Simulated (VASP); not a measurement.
# Converging a slab model of a single sheet of Te2Mo

How far does the level below the vacuum of a single sheet of Te2Mo depend on the numerical settings, and how far on the functional?

Method: PBEsol, no spin polarisation; plane waves and PAW (Te, Mo), in the first sound run; inputs show where later runs differ, in VASP 6.6.1.

**1. The starting structure**

The cell holds 3 atoms: 2 Te and 1 Mo. Cell: a = 3.560 Å, b = 3.560 Å, c = 18.579 Å, α = 90.0°, β = 90.0°, γ = 120.0°. It derives from Te2Mo. 1 sheet cut from a layered arrangement of the crystal. Vacuum lies along c.

As a file:

```xyz
3
Lattice="3.5604 0.0000 0.0000 -1.7802 3.0834 0.0000 0.0000 0.0000 18.5795" Properties=species:S:1:pos:R:3
Te    0.0000    2.0556   11.0795
Te    0.0000    2.0556    7.5000
Mo    1.7802    1.0278    9.2906
```

**2. The base run**

The base run sets the number that all others are held against.

Input file INCAR:

```
SYSTEM = Te2Mo
PREC = Normal
ENCUT = 350
EDIFF = 1E-06
NELM = 120
ISMEAR = 0
SIGMA = 0.05
LREAL = .FALSE.
ALGO = Normal
GGA = PS
NBANDS = 15
LASPH = .TRUE.
LORBIT = 11
LWAVE = .FALSE.
LCHARG = .FALSE.
KPAR = 4
IDIPOL = 3
LDIPOL = .TRUE.
DIPOL = 0.5 0.5 0.5
LVHAR = .TRUE.
LVACPOTAV = .TRUE.
NEDOS = 1500
```

Input file POSCAR:

```
Te2Mo
1.0
    3.5603917380      0.0000000000      0.0000000000
   -1.7801958690      3.0833896920      0.0000000000
    0.0000000000      0.0000000000     18.5794796398
Te Mo
2 1
Direct
    0.3333333330      0.6666666670      0.5963288450
    0.3333333330      0.6666666670      0.4036711550
    0.6666666670      0.3333333330      0.5000483150
```

Input file KPOINTS:

```
Automatic mesh
0
Gamma
9 9 1
0 0 0
```

PAW data sets: Te and Mo (PBE family, release 64).

Launch:

```
$ mpirun -np 4 vasp_std
```

Output:

```text
[banner, memory and clock lines left out]
running    4 mpi-ranks, on    1 nodes
 distrk:  each k-point on    1 cores,    4 groups
 distr:  one band on    1 cores,    1 groups

 POSCAR found type information on POSCAR TeMo
 POSCAR found :  2 types and       3 ions
|                                                                             |
|               ----> ADVICE to this user running VASP <----                  |
|                                                                             |
|     You enforced a specific xc type in the INCAR file but a different       |
|     [... a line on the potential file left out ...]
|     I HOPE YOU KNOW WHAT YOU ARE DOING!                                     |
|                                                                             |

 LDA part: xc-table for (Slater+PW92), standard interpolation
 POSCAR, INCAR and KPOINTS ok, starting setup
 FFT: planning ... GRIDC
 FFT: planning ... GRID_SOFT
 FFT: planning ... GRID
 WAVECAR not read
 entering main loop
       N       E                     dE             d eps       ncg     rms          rms(c)
DAV:   1     0.923352757621E+02    0.92335E+02   -0.47624E+03   360   0.637E+02
DAV:   2    -0.117295458102E+02   -0.10406E+03   -0.97988E+02   512   0.141E+02
DAV:   3    -0.201912943217E+02   -0.84617E+01   -0.83544E+01   493   0.475E+01
DAV:   4    -0.204140822318E+02   -0.22279E+00   -0.22259E+00   480   0.938E+00
DAV:   5    -0.204181983041E+02   -0.41161E-02   -0.41160E-02   565   0.122E+00    0.159E+01
DAV:   6    -0.199255312769E+02    0.49267E+00   -0.27110E+00   402   0.996E+00    0.645E+00
DAV:   7    -0.198943125582E+02    0.31219E-01   -0.26203E+00   423   0.111E+01    0.521E+00
DAV:   8    -0.196049853489E+02    0.28933E+00   -0.46399E-01   409   0.501E+00    0.133E+00
DAV:   9    -0.196020273811E+02    0.29580E-02   -0.11442E-01   458   0.198E+00    0.605E-01
DAV:  10    -0.195988780635E+02    0.31493E-02   -0.86719E-03   458   0.707E-01    0.186E-01
DAV:  11    -0.195988091780E+02    0.68886E-04   -0.10074E-03   479   0.194E-01    0.206E-01
DAV:  12    -0.195988171616E+02   -0.79836E-05   -0.45923E-04   416   0.133E-01    0.470E-02
DAV:  13    -0.195988405052E+02   -0.23344E-04   -0.37013E-04   444   0.947E-02    0.548E-02
DAV:  14    -0.195989133837E+02   -0.72879E-04   -0.32153E-05   402   0.375E-02    0.190E-02
DAV:  15    -0.195989628962E+02   -0.49512E-04   -0.23932E-05   423   0.278E-02    0.231E-02
DAV:  16    -0.195989871471E+02   -0.24251E-04   -0.61827E-06   374   0.132E-02    0.722E-03
DAV:  17    -0.195990039414E+02   -0.16794E-04   -0.43767E-06   414   0.779E-03    0.534E-03
DAV:  18    -0.195990263324E+02   -0.22391E-04   -0.89852E-07   387   0.459E-03    0.278E-03
DAV:  19    -0.195990443014E+02   -0.17969E-04   -0.19893E-06   382   0.455E-03    0.446E-03
DAV:  20    -0.195990562778E+02   -0.11976E-04   -0.62237E-07   316   0.416E-03    0.143E-03
DAV:  21    -0.195990661183E+02   -0.98405E-05   -0.63418E-07   352   0.260E-03    0.560E-04
DAV:  22    -0.195990677590E+02   -0.16406E-05   -0.87500E-08   285   0.128E-03    0.489E-04
DAV:  23    -0.195990683154E+02   -0.55646E-06   -0.30666E-08   306   0.542E-04
|                                                                             |
|           W    W    AA    RRRRR   N    N  II  N    N   GGGG   !!!           |
|           W    W   A  A   R    R  NN   N  II  NN   N  G    G  !!!           |
|           W    W  A    A  R    R  N N  N  II  N N  N  G       !!!           |
|           W WW W  AAAAAA  RRRRR   N  N N  II  N  N N  G  GGG   !            |
|           WW  WW  A    A  R   R   N   NN  II  N   NN  G    G                |
|           W    W  A    A  R    R  N    N  II  N    N   GGGG   !!!           |
|                                                                             |
|     Did not find any points to average over, which means that no vacuum     |
|     field-free region was found. Please increase the size of  your cell     |
|     in the dimension of the dipole correction to obtain accurate            |
|     workfunction values.                                                    |
|                                                                             |

   1 F= -.19599068E+02 E0= -.19599068E+02  d E =-.518958E-11
```

It took 4 s on 4 MPI ranks of Intel Xeon 6975P-C (Granite Rapids), shared host; peak memory 0.65 GiB.

The logs omit lines about the potential files and the build; timing stands in the text.

OUTCAR, selected parts (step 2):

```text
ion  position               nearest neighbor table
   1  0.333  0.667  0.596-   3 2.72   3 2.72   3 2.72   2 3.58
   2  0.333  0.667  0.404-   3 2.73   3 2.73   3 2.73   1 3.58
   3  0.667  0.333  0.500-   1 2.72   1 2.72   1 2.72   2 2.73   2 2.73   2 2.73

  LATTYP: Found a hexagonal cell.
 ALAT       =     3.5603917380
 C/A-ratio  =     5.2183807308

 Subroutine GETGRP returns: Found  6 space group operations
 (whereof  6 operations were pure point group operations)

The static configuration has the point symmetry C_3v.

 Found     12 irreducible k-points:

   k-points           NKPTS =     12   k-points in BZ     NKDIM =     12   number of bands    NBANDS=     15

   dimension x,y,z NGX =    16 NGY =   16 NGZ =   90
   dimension x,y,z NGXF=    32 NGYF=   32 NGZF=  180

   ENCUT  =  350.0 eV  25.72 Ry    5.07 a.u.   5.43  5.43 28.34*2*pi/ulx,y,z

   NELECT =      18.0000    total number of electrons

 k-points in reciprocal lattice and weights: Automatic mesh
   0.00000000  0.00000000  0.00000000       0.012
   0.11111111  0.00000000  0.00000000       0.074
   0.22222222  0.00000000  0.00000000       0.074
   0.33333333  0.00000000  0.00000000       0.074
   0.44444444  0.00000000  0.00000000       0.074
   0.11111111  0.11111111  0.00000000       0.074
   0.22222222  0.11111111  0.00000000       0.148
   0.33333333  0.11111111  0.00000000       0.148
   0.44444444  0.11111111  0.00000000       0.074
   0.22222222  0.22222222  0.00000000       0.074
   0.33333333  0.22222222  0.00000000       0.148
   0.33333333  0.33333333  0.00000000       0.025

 dipolmoment           0.000000      0.000000      0.000149 electrons x Angstroem

 average (electrostatic) potential at core
       1 -94.5399       2 -94.5414       3 -43.6881

 E-fermi :  -0.5119

 k-point     1 :       0.0000    0.0000    0.0000
  band No.  band energies     occupation
    ...
      5      -2.4233      2.00000
      6      -2.3332      2.00000
      7      -1.6294      2.00000
      8      -1.6294      2.00000
      9      -1.1155      2.00000
     10       2.3727      0.00000
     11       2.3727      0.00000
     12       2.6506      0.00000
     13       2.6506      0.00000
     14       3.6036      0.00000
    ...

 k-point     2 :       0.1111    0.0000    0.0000
  band No.  band energies     occupation
    ...
      5      -2.6841      2.00000
      6      -2.2866      2.00000
      7      -1.8427      2.00000
      8      -1.4620      2.00000
      9      -1.1465      2.00000
     10       1.7693      0.00000
     11       1.8173      0.00000
     12       2.3050      0.00000
     13       2.5099      0.00000
     14       3.8624      0.00000
    ...

 k-point     3 :       0.2222    0.0000    0.0000
  band No.  band energies     occupation
    ...
      5      -3.3816      2.00000
      6      -2.3043      2.00000
      7      -1.9170      2.00000
      8      -1.6718      2.00000
      9      -1.3783      2.00000
     10       0.9249      0.00000
     11       1.4395      0.00000
     12       1.6169      0.00000
     13       2.7550      0.00000
     14       4.3668      0.00000
    ...

  Total       -1.7894226     -1.7894226     -0.8043629      0.0000000      0.0000000      0.0000000
  in kB      -14.0560650    -14.0560649     -6.3183379      0.0000000      0.0000000      0.0000000
  external PRESSURE =     -11.4768226 kB  Pullay stress =       0.0000000 kB

  energy-cutoff  :      350.00
  volume of cell :      203.97
      direct lattice vectors                 reciprocal lattice vectors
     3.560391738  0.000000000  0.000000000     0.280867970  0.162159198  0.000000000
    -1.780195869  3.083389692  0.000000000     0.000000000  0.324318396  0.000000000
     0.000000000  0.000000000 18.579479640     0.000000000  0.000000000  0.053822821

 POSITION                                       TOTAL-FORCE (eV/Angst)
 -----------------------------------------------------------------------------------
     -0.00000      2.05559     11.07948         0.000000      0.000000     -0.200815
     -0.00000      2.05559      7.50000         0.000000     -0.000000      0.219810
      1.78020      1.02780      9.29064        -0.000000      0.000000     -0.018994
 -----------------------------------------------------------------------------------
    total drift:                                0.000001     -0.000000      0.000017

  FREE ENERGIE OF THE ION-ELECTRON SYSTEM (eV)
  ---------------------------------------------------
  free  energy   TOTEN  =       -19.5990683154 eV

  energy  without entropy=      -19.5990683154  energy(sigma->0) =      -19.59906832

 vacuum level on the upper side and lower side of the slab         4.271         4.269

 total charge
# of ion       s       p       d       tot
------------------------------------------
    1        1.384   1.971   0.059   3.414
    2        1.384   1.971   0.059   3.413
    3        0.356   0.432   4.359   5.147
--------------------------------------------------
tot          3.124   4.374   4.476  11.974

[... 3 further parts left out ...]
```

This run has no spin polarisation, so a moment on Mo, if there is one, isn't seen. The gap is read on the k-mesh alone, so it is an upper bound where the band edges lie off the mesh. The PAW data sets were made with PBE, which is usual practice but a small mismatch for other functionals. The data set Mo keeps the semicore shell frozen, which is cheaper and a little less accurate.

This step gave:

* electronic cycles: 23
* electrons: 18
* free energy (TOTEN): -19.60 eV
* Fermi energy: -0.5119 eV
* labelled metallic, from the levels on this mesh: no
* dipole moment: 0, 0, 1.49e-4 e·Å
* vacuum levels: 4.271, 4.269 eV
* ionisation potentials of the upper and lower face: 4.999, 4.997 eV
* electron affinities of the upper and lower face: 3.957, 3.955 eV
* highest filled level below the vacuum: 4.999 eV
* gap on the k-mesh: 1.042 eV
* least direct gap on the k-mesh: 1.042 eV

Zero at the Fermi level. The planar average of the electrostatic potential by height:

height (Å), planar average of the electrostatic potential (eV) and a bar from the least value:
```
      0.0        4.8 ##############################
      0.5        4.8 ##############################
      1.0        4.8 ##############################
      1.5        4.8 ##############################
      2.0        4.8 ##############################
      2.5        4.8 ##############################
      3.0        4.8 ##############################
      3.5        4.8 ##############################
      4.0        4.8 ##############################
      4.5        4.8 ##############################
      5.0        4.7 ##############################
      5.5        4.5 ##############################
      6.0        3.8 #############################
      6.5        0.9 #########################
      7.0      -10.7 ##########
      7.5      -17.9 
      8.0      -11.6 ########
      8.5       -3.7 ###################
      9.0       -5.3 #################
      9.5       -5.5 ################
     10.0       -3.7 ###################
     10.5       -9.9 ###########
     11.0      -17.8 
     11.5      -12.6 #######
     12.0       -0.3 #######################
     12.5        3.6 ############################
     13.0        4.5 ##############################
     13.5        4.7 ##############################
     14.0        4.8 ##############################
     14.5        4.8 ##############################
     15.0        4.8 ##############################
     15.5        4.8 ##############################
     16.0        4.8 ##############################
     16.5        4.8 ##############################
     17.0        4.8 ##############################
     17.5        4.8 ##############################
     18.0        4.8 ##############################
```

Density of states in the PAW spheres, an atom over height of the layer and energy from the Fermi level.

Values in states/eV, 22 rows by 3 columns, each cell a mean:
```
0.00 0.00 0.00
0.00 0.04 0.00
0.19 1.09 0.19
0.39 1.97 0.40
0.46 1.05 0.46
0.80 1.73 0.80
0.33 0.91 0.33
0.29 0.92 0.29
0.50 1.14 0.50
0.45 0.72 0.45
0.62 0.95 0.62
0.19 0.24 0.19
0.38 0.56 0.37
0.50 0.71 0.50
0.22 0.31 0.23
0.11 0.13 0.11
0.00 0.00 0.00
0.00 0.00 0.00
0.00 0.00 0.00
0.00 0.00 0.00
0.00 0.00 0.00
0.00 0.00 0.00
```
Columns: height of the layer (Å) from 7.5 to 11.1; rows upwards: energy from the Fermi level (eV) from -7.9 to 0.5.

Force by atom:

```
atom  x (eV/Å)  y (eV/Å)  z (eV/Å)   size
 Te1     0.000     0.000    -0.201  0.201
 Te2     0.000     0.000     0.220  0.220
 Mo3     0.000     0.000    -0.019  0.019
```

The highest filled level lies 5.00 eV below the vacuum at the upper face.

Only the dipole across the slab is computed (IDIPOL = 3); zeros along the plane are no results.

The map of layer states is cut here 0.5 eV above the Fermi level, so it leaves out the states above that.

**3. Another mesh, mesh points along a 3, k-mesh 3×3×1**

The mesh decides how well the Fermi level or the band edge is found.

Changes to INCAR since step 2:

```diff
@@ -15,3 +15,3 @@
 LCHARG = .FALSE.
-KPAR = 4
+NCORE = 4
 IDIPOL = 3
@@ -21,2 +21 @@
 LVACPOTAV = .TRUE.
-NEDOS = 1500
```

POSCAR is that of step 2.

Input file KPOINTS:

```
Automatic mesh
0
Gamma
3 3 1
0 0 0
```

Launch:

```
$ mpirun -np 4 vasp_std
```

Output:

```text
[banner, memory and clock lines left out]
running    4 mpi-ranks, on    1 nodes
 distrk:  each k-point on    4 cores,    1 groups
 distr:  one band on    4 cores,    1 groups

 POSCAR found type information on POSCAR TeMo
 POSCAR found :  2 types and       3 ions
 [... a notice as in an earlier step ...]

 LDA part: xc-table for (Slater+PW92), standard interpolation
 POSCAR, INCAR and KPOINTS ok, starting setup
 FFT: planning ... GRIDC
 FFT: planning ... GRID_SOFT
 FFT: planning ... GRID
 WAVECAR not read
 entering main loop
       N       E                     dE             d eps       ncg     rms          rms(c)
DAV:   1     0.810819317787E+02    0.81082E+02   -0.48501E+03    90   0.650E+02
DAV:   2    -0.121823365806E+02   -0.93264E+02   -0.85568E+02   119   0.133E+02
DAV:   3    -0.202134611240E+02   -0.80311E+01   -0.79162E+01   132   0.472E+01
DAV:   4    -0.204593036950E+02   -0.24584E+00   -0.24549E+00   106   0.962E+00
DAV:   5    -0.204637910030E+02   -0.44873E-02   -0.44865E-02   134   0.116E+00    0.156E+01
DAV:   6    -0.200059027966E+02    0.45789E+00   -0.26789E+00   111   0.846E+00    0.615E+00
DAV:   7    -0.200336642624E+02   -0.27761E-01   -0.34444E+00   104   0.986E+00    0.514E+00
DAV:   8    -0.197295857794E+02    0.30408E+00   -0.40283E-01   104   0.505E+00    0.127E+00
DAV:   9    -0.197280830807E+02    0.15027E-02   -0.10593E-01   118   0.176E+00    0.554E-01
DAV:  10    -0.197255241341E+02    0.25589E-02   -0.10810E-02   111   0.654E-01    0.157E-01
DAV:  11    -0.197253859524E+02    0.13818E-03   -0.11626E-03   118   0.212E-01    0.121E-01
DAV:  12    -0.197254639041E+02   -0.77952E-04   -0.34264E-04    97   0.999E-02    0.381E-02
DAV:  13    -0.197254516128E+02    0.12291E-04   -0.42139E-04   118   0.932E-02    0.395E-02
DAV:  14    -0.197255504846E+02   -0.98872E-04   -0.31236E-05   104   0.357E-02    0.596E-03
DAV:  15    -0.197255732778E+02   -0.22793E-04   -0.11261E-05    97   0.160E-02    0.113E-02
DAV:  16    -0.197256103627E+02   -0.37085E-04   -0.96019E-06    90   0.142E-02    0.721E-03
DAV:  17    -0.197256230252E+02   -0.12662E-04   -0.28684E-06   103   0.732E-03    0.272E-03
DAV:  18    -0.197256488145E+02   -0.25789E-04   -0.42834E-06   104   0.910E-03    0.490E-03
DAV:  19    -0.197256646458E+02   -0.15831E-04   -0.82917E-07    88   0.448E-03    0.192E-03
DAV:  20    -0.197256760739E+02   -0.11428E-04   -0.69075E-07    81   0.233E-03    0.832E-04
DAV:  21    -0.197256784212E+02   -0.23473E-05   -0.14088E-07    73   0.121E-03    0.421E-04
DAV:  22    -0.197256792083E+02   -0.78710E-06   -0.40719E-08    66   0.639E-04
 [... a notice as in an earlier step ...]

   1 F= -.19725679E+02 E0= -.19725679E+02  d E =-.151687E-14
```

It took 2.2 s on 4 MPI ranks; peak memory 0.41 GiB; 7.3 s of CPU time.

Parts of OUTCAR (step 3):

```text
The static configuration has the point symmetry C_3v.

 Found      3 irreducible k-points:

   k-points           NKPTS =      3   k-points in BZ     NKDIM =      3   number of bands    NBANDS=     15

   NELECT =      18.0000    total number of electrons

 dipolmoment           0.000000      0.000000      0.000173 electrons x Angstroem

 E-fermi :  -0.3045

 k-point     1 :       0.0000    0.0000    0.0000
  band No.  band energies     occupation
    ...
      5      -2.2885      2.00000
      6      -2.2885      2.00000
      7      -1.5562      2.00000
      8      -1.5562      2.00000
      9      -1.0787      2.00000
     10       2.3846      0.00000
     11       2.3846      0.00000
     12       2.6819      0.00000
     13       2.6819      0.00000
     14       3.5961      0.00000
    ...

 k-point     2 :       0.3333    0.0000    0.0000
  band No.  band energies     occupation
    ...
      5      -4.1664      2.00000
      6      -2.6895      2.00000
      7      -2.0746      2.00000
      8      -1.5713      2.00000
      9      -1.3702      2.00000
     10       0.8654      0.00000
     11       1.1266      0.00000
     12       2.0034      0.00000
     13       2.9508      0.00000
     14       4.8205      0.00000
    ...

  Total       -1.9110852     -1.9110852     -1.4231745      0.0000000      0.0000000      0.0000000
  in kB      -15.0117347    -15.0117347    -11.1791551      0.0000000      0.0000000      0.0000000
  external PRESSURE =     -13.7342082 kB  Pullay stress =       0.0000000 kB

 POSITION                                       TOTAL-FORCE (eV/Angst)
 -----------------------------------------------------------------------------------
     -0.00000      2.05559     11.07948        -0.000000     -0.000000     -0.373963
     -0.00000      2.05559      7.50000        -0.000000      0.000000      0.392496
      1.78020      1.02780      9.29064         0.000000     -0.000000     -0.018533
 -----------------------------------------------------------------------------------
    total drift:                                0.000001     -0.000000      0.000012

  FREE ENERGIE OF THE ION-ELECTRON SYSTEM (eV)
  ---------------------------------------------------
  free  energy   TOTEN  =       -19.7256792083 eV

  energy  without entropy=      -19.7256792083  energy(sigma->0) =      -19.72567921

 vacuum level on the upper side and lower side of the slab         4.263         4.260

 total charge
# of ion       s       p       d       tot
------------------------------------------
    1        1.385   1.965   0.057   3.408
    2        1.385   1.965   0.057   3.407
    3        0.350   0.418   4.396   5.163
--------------------------------------------------
tot          3.120   4.348   4.510  11.978

[... 6 parts as in an earlier step ...]

[... 3 further parts left out ...]
```

A gap read on the k-mesh alone can miss the band edges.

This step gave:

* electronic cycles: 22
* free energy (TOTEN): -19.73 eV
* Fermi energy: -0.3045 eV
* dipole moment: 0, 0, 1.73e-4 e·Å
* vacuum levels: 4.263, 4.26 eV
* ionisation potentials of the upper and lower face: 4.837, 4.834 eV
* electron affinities of the upper and lower face: 3.855, 3.852 eV
* highest filled level below the vacuum: 4.837 eV
* gap on the k-mesh: 0.9823 eV
* least direct gap on the k-mesh: 0.9823 eV

Force by atom:

```
atom  x (eV/Å)  y (eV/Å)  z (eV/Å)   size
 Te1     0.000     0.000    -0.374  0.374
 Te2     0.000     0.000     0.392  0.392
 Mo3     0.000     0.000    -0.019  0.019
```

Against the base run its depth below the vacuum changes by -0.16 eV and the energy by -42.2 meV an atom.

(Continued in part 2 of 5.)

[Lines on the potential files, build, host, timing and source positions are cut from VASP's logs without a mark.]

[Logs are printed without paths, hosts, clocks, repeated set-up lines and the standing remarks that a program may print on its own settings, such as how far it seeks lower states.]

[Hosts, paths, dates, database ids (printed as entryN), source tags and the programs' standing remarks are cut or masked in the printed files.]

[In band tables of VASP the shares of atoms and orbitals are scaled to a sum of 1 inside the atoms' spheres.]

[Runs that stopped without an error message from VASP are left out.]
